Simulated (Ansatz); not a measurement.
# Cs2SnI6: properties at the relaxed cell

The task, for Cs2SnI6: relax it again with other functionals.

Computed with Ansatz 0.2.0 (DFT PBE, scalar-relativistic, plane waves, PAW, unless a step's input says otherwise).

## (1) The structure to begin with

Symmetry: Fm-3m, No. 225, cubic system. The conventional cell has a = 12.037 Å, b = 12.037 Å, c = 12.037 Å, α = 90.00°, β = 90.00°, γ = 90.00°. Around Cs (site symmetry -43m) lie 12 I at 4.26 Å. Sn (site symmetry m-3m) is surrounded by 6 I at 2.91 Å. I (site symmetry 4mm) is surrounded by 1 Sn at 2.91 Å.

Coordinates:

```cif
data_structure
_symmetry_space_group_name_H-M 'Fm-3m'
_symmetry_Int_Tables_number 225
_cell_length_a 12.0371
_cell_length_b 12.0371
_cell_length_c 12.0371
_cell_angle_alpha 90.000
_cell_angle_beta 90.000
_cell_angle_gamma 90.000
_cell_volume 1744.09
loop_
_atom_site_label
_atom_site_type_symbol
_atom_site_symmetry_multiplicity
_atom_site_Wyckoff_symbol
_atom_site_fract_x
_atom_site_fract_y
_atom_site_fract_z
_atom_site_occupancy
Cs1 Cs 8 c 0.25000 0.75000 0.75000 1
Sn1 Sn 4 a 0.00000 0.00000 0.00000 1
I1 I 24 e 0.24184 0.00000 0.00000 1
```

This cell was relaxed beforehand with the same method: volume 48.45 Å³/atom, gap on the mesh 0.25 eV.

## (2) The cell under PBEsol

Contents of input.yaml:

```yaml
crystal:
  lattice:
    - [0.0, 6.0185605848, 6.0185605848]
    - [6.0185605848, 0.0, 6.0185605848]
    - [6.0185605848, 6.0185605848, 0.0]
  atoms:
    - { symbol: Cs, position: [0.25, 0.25, 0.25] }
    - { symbol: Cs, position: [0.75, 0.75, 0.75] }
    - { symbol: Sn, position: [0.0, 0.0, 0.0] }
    - { symbol: I, position: [0.7581581463, 0.2418418537, 0.2418418537] }
    - { symbol: I, position: [0.2418418537, 0.7581581463, 0.2418418537] }
    - { symbol: I, position: [0.2418418537, 0.7581581463, 0.7581581463] }
    - { symbol: I, position: [0.7581581463, 0.2418418537, 0.7581581463] }
    - { symbol: I, position: [0.2418418537, 0.2418418537, 0.7581581463] }
    - { symbol: I, position: [0.7581581463, 0.7581581463, 0.2418418537] }
basis:
  ecutwfc: 420
kpoints:
  mp_grid: { grid: [6, 6, 6] }
hamiltonian:
  xc: pbesol
scf:
  occupations: { method: gaussian, width: 0.01 }
output:
  forces: true
  stress: true
  eigenvalues: true
relax:
  adjacent_minimum: "off"
  f_tol: 0.005
  max_steps: 50
  cell: { stress_tol: 0.05 }
```

Launch:

```bash
> ansatz run input.yaml --threads 4 --pin off --max-ram 10240MiB --backend cpu --events-out ev --progress --plain --runs-dir out
```

## (3) The cell under PBE+D3(BJ)

input.yaml: that of step 2 with these lines changed.

```diff
@@ -20,3 +20,4 @@
 hamiltonian:
-  xc: pbesol
+  xc: pbe
+  dispersion: d3bj
 scf:
@@ -27,2 +28,6 @@
   eigenvalues: true
+  write_density: true
+  write_potential: true
+  elf: true
+  volumetric_format: npy
 relax:
```

## (4) The cell under LDA

input.yaml: that of step 3 with these lines changed.

```diff
@@ -20,4 +20,3 @@
 hamiltonian:
-  xc: pbe
-  dispersion: d3bj
+  xc: lda
 scf:
@@ -28,6 +27,2 @@
   eigenvalues: true
-  write_density: true
-  write_potential: true
-  elf: true
-  volumetric_format: npy
 relax:
```

(Steps that only read results are left out.)

Before running it: what results should come out?

As calculated:

The volumes rise in the order LDA, PBEsol, PBE+D3(BJ), PBE, over 21.3 %. PBE+D3(BJ) comes nearest to the reported cell (+0.3 %). The runs treat I without spin-orbit coupling.
